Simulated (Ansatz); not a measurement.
PbSe:

```
Pb Se
1.0
     3.78432    0.00000    0.00000
     0.00000    3.78432    0.00000
     0.00000    0.00000    3.78432
Pb Se
1 1
Direct
  0.00000 0.00000 0.00000
  0.50000 0.50000 0.50000
```

Measurements of this composition are mostly on another form, of space group No. 225.

```yaml
Program: Ansatz 0.2.0
Task: relaxation of cell and atoms
Functional: RPBE
Dispersion: D3(BJ)
Potentials_or_basis: Ansatz PAW
Cutoff: "420 eV (not typed: the program's choice for these potentials)"
k_mesh: 7 × 7 × 7
Occupations: fermi-dirac, width 0.05 eV
Spin: no spin polarisation
```

At the start: volume 27.10 Å³/atom.

Where does the relaxation end?

It ends after 6 steps and the volume is 20.00 Å³/atom (-26.2 %); space group Pm-3m (No. 221, to 0.05 Å).

The path:
```tsv
step	energy change (eV)	largest force (eV/Å)	volume (Å³)
1	0.0000	0.0000	54.20
2	-0.7044	0.0000	46.65
3	-0.9812	0.0000	39.84
4	-0.9814	0.0000	40.05
5	-0.9814	0.0000	40.01
6	-0.9805	0.0000	40.01
```

Final structure:
```xyz
2
Lattice="3.4201 0.0000 0.0000 0.0000 3.4201 0.0000 0.0000 0.0000 3.4201" Properties=species:S:1:pos:R:3 pbc="T T T"
Pb    0.0000    0.0000    0.0000
Se    1.7101    1.7101    1.7101
```

Caveat: the volume moved by over 15 % at a fixed basis, so the end points are rough; the plane-wave basis is chosen anew once the cell has moved, so the energies of steps on either side of that aren't comparable; pairwise dispersion overbinds metals, which lowers pressure and volume; the PAW data sets come from PBE, with cores solved anew for the run's functional, which leaves a small shift of forces and pressure.
